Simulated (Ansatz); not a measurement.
**C: tests of the settings**

The task here is to estimate one member of a computed series from the others.

Computed with Ansatz 0.2.0 (DFT r2SCAN, scalar-relativistic, plane waves, PAW, unless a step's input says otherwise).

1 further run of the same task is left out (set aside as unsound or not needed). Runs told in other sessions of the task aren't counted.

## Starting point

Symmetry: Cmme, No. 67, orthorhombic system. The conventional cell has a = 2.456 Å, b = 4.254 Å, c = 7.173 Å, α = 90.00°, β = 90.00°, γ = 90.00°. C (site symmetry m) has 3 C at 1.42 Å in its first shell of neighbours.

As a file:

```
C
1.0
     1.22805   -2.12706    0.00000
     1.22805    2.12706    0.00000
     0.00000    0.00000    7.17327
C
4
Direct
  0.08338 0.91662 0.75314
  0.58338 0.41662 0.24686
  0.91662 0.08338 0.24686
  0.41662 0.58338 0.75314
```

The structure comes from the Materials Project (structure only); it is used as listed.

## The base input

Input file input.yaml:

```yaml
crystal:
  lattice:
    - [1.22804797, -2.12706182, 0.0]
    - [1.22804797, 2.12706182, 0.0]
    - [0.0, 0.0, 7.17326776]
  atoms:
    - { symbol: C, position: [0.08337946, 0.91662054, 0.7531376] }
    - { symbol: C, position: [0.58337946, 0.41662054, 0.2468624] }
    - { symbol: C, position: [0.91662054, 0.08337946, 0.2468624] }
    - { symbol: C, position: [0.41662054, 0.58337946, 0.7531376] }
basis:
  ecutwfc: 500
kpoints:
  mp_grid: { grid: [18, 18, 6] }
hamiltonian:
  xc: r2scan
scf:
  occupations: { method: gaussian, width: 0.1 }
output:
  forces: true
  stress: true
  eigenvalues: true
  populations: true
```

It was run beforehand and gave: -251.6672 eV/atom at zero smearing, pressure -0.12 GPa, largest force 0.023 eV/Å, gap on the mesh 0.03 eV, in 8 SCF cycles and 8.4 s.

The first run:

Input file input.yaml:

```yaml
crystal:
  lattice:
    - [1.22804797, -2.12706182, 0.0]
    - [1.22804797, 2.12706182, 0.0]
    - [0.0, 0.0, 7.17326776]
  atoms:
    - { symbol: C, position: [0.08337946, 0.91662054, 0.7531376] }
    - { symbol: C, position: [0.58337946, 0.41662054, 0.2468624] }
    - { symbol: C, position: [0.91662054, 0.08337946, 0.2468624] }
    - { symbol: C, position: [0.41662054, 0.58337946, 0.7531376] }
basis:
  ecutwfc: 150
kpoints:
  mp_grid: { grid: [18, 18, 6] }
hamiltonian:
  xc: r2scan
scf:
  occupations: { method: gaussian, width: 0.1 }
output:
  forces: true
  stress: true
  eigenvalues: true
```

Started as:

```sh
$ ansatz run input.yaml --threads 1 --pin off --max-ram 2560MiB --backend cpu --events-out ev --progress --plain --runs-dir out
```

Steps of the session up to this table: Plane-wave cutoff set to 150 eV; Plane-wave cutoff: 200 eV; Plane-wave cutoff set to 250 eV; Plane-wave cutoff: 300 eV; Plane-wave cutoff set to 350 eV; Plane-wave cutoff set to 380 eV; Plane-wave cutoff: 460 eV; Plane-wave cutoff: 520 eV; Plane-wave cutoff: 600 eV; Plane-wave cutoff set to 700 eV; Plane-wave cutoff set to 850 eV.

One table of the session follows, with a row left open; its other results are not shown here.

It belongs to the step «What the plane-wave cutoff changes». 

```
cutoff (eV)  ΔE (meV/atom)  pressure (GPa)  largest change of a force component (eV/Å)  gap on the mesh (eV)
        150           4099            2.33                                       0.020                  none
        200           1670           10.71                                       0.013                  none
        250            488            9.23                                       0.003                 0.014
        300              ?               ?                                           ?                     ?
        350           27.3            0.03                                       0.001                 0.025
        380           12.1           -0.10                                       0.000                 0.025
        460           3.34           -0.11                                       0.000                 0.025
        500           2.88           -0.12                                       0.000                 0.025
        520           2.67           -0.13                                       0.000                 0.025
        600           1.49           -0.16                                       0.000                 0.025
        700           0.41           -0.19                                       0.000                 0.025
        850           0.00           -0.20                                       0.000                 0.025
```

Estimate the missing values for cutoff (eV) = 300.

Worked estimate for «ΔE (meV/atom)». A straight line through the neighbours (250, 488) and (350, 27.3) gives 488 + (27.3 − 488) × (300 − 250) / (350 − 250) = 258; a parabola fitted to 4 rows on both sides gives -4.

**Answer.** ΔE (meV/atom): 116; pressure (GPa): 1.72; largest change of a force component (eV/Å): 0.002; gap on the mesh (eV): 0.030. In «ΔE (meV/atom)» the line misses by +142 and the parabola by -120.

To keep in mind: The settings are coarse, so take the values as rough. Warnings in the runs' records: cutoff below recommended.
